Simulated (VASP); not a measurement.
Input of a VASP 6.6.1 run:

Contents of INCAR:

```
PREC = Accurate
ENCUT = 520
EDIFF = 1E-6
ISMEAR = 0
SIGMA = 0.1
LREAL = False
LASPH = True
NELM = 100
ALGO = Normal
ISIF = 2
LWAVE = False
LCHARG = True
GGA = PS
LELF = True
LVHAR = True
NBANDS = 18
```

Contents of KPOINTS:

```
Automatic mesh
0
Gamma
  22 22 14
```

Contents of POSCAR:

```
Ta2H
1.0
    1.6883400000     -2.3657800000      0.0000000000
    1.6883400000      2.3657800000      0.0000000000
    0.0000000000      0.0000000000      4.7617500000
Ta H
2 1
Direct
    1.0000000000      0.5000000000      0.2644300000
    0.5000000000      0.0000000000      0.7355700000
    0.0000000000      0.0000000000      1.0000000000
```

Potentials or basis: VASP PAW PBE potentials, release 64 (Ta_pv, H).

The run is started by

```console
$ cat potpaw_PBE.64/Ta_pv/POTCAR potpaw_PBE.64/H/POTCAR > POTCAR
$ mpirun -np 1 vasp_std > vasp.out
```

(1) Predict the pressure.

(2) What does it give for the largest force?

## Answers

(1) 0.0 GPa.

(2) 0.010 eV/Å.

Caveat: the PAW data sets were made with another functional, which shifts forces and pressure a little.
